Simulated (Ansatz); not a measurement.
Take BaSnO₃ in the cubic perovskite structure (space group Pm-3m, No. 221; a = 4.1216 Å) as the base. Axes: x, y, z lie along the cube axes.

All numbers come from PBEsol in Ansatz (plane waves to 420 eV, PAW, no spin-orbit coupling), earlier PAW set.

Before the change:

The electron mass is 0.16 mₑ (at Γ) and the band gap is 0.86 eV. The pressure comes out as 0.01 GPa and the smallest direct gap is 1.35 eV.

Perturbation: strain tensor (xx, yy, zz, yz, xz, xy) = (+0.24, −2.41, −1.39, +0.98, +0.15, +1.67) %, atoms relaxed at fixed cell.

Question: How does this affect the electron mass, band gap, pressure and smallest direct gap?

Answer: The electron mass goes from 0.16 mₑ (at Γ) to 0.19 mₑ (at Γ); the band gap goes up by 0.40 eV (0.86 eV → 1.26 eV); the pressure (mean of the normal stresses, compression positive) grows by 6.197 GPa, from 0.01 GPa to 6.20 GPa; the smallest direct gap rises by 0.29 eV to 1.64 eV.

Effective masses come from finite differences of ±0.01 Å⁻¹. Stability against distortions was not tested.

Ansatz is a program for electronic structure.
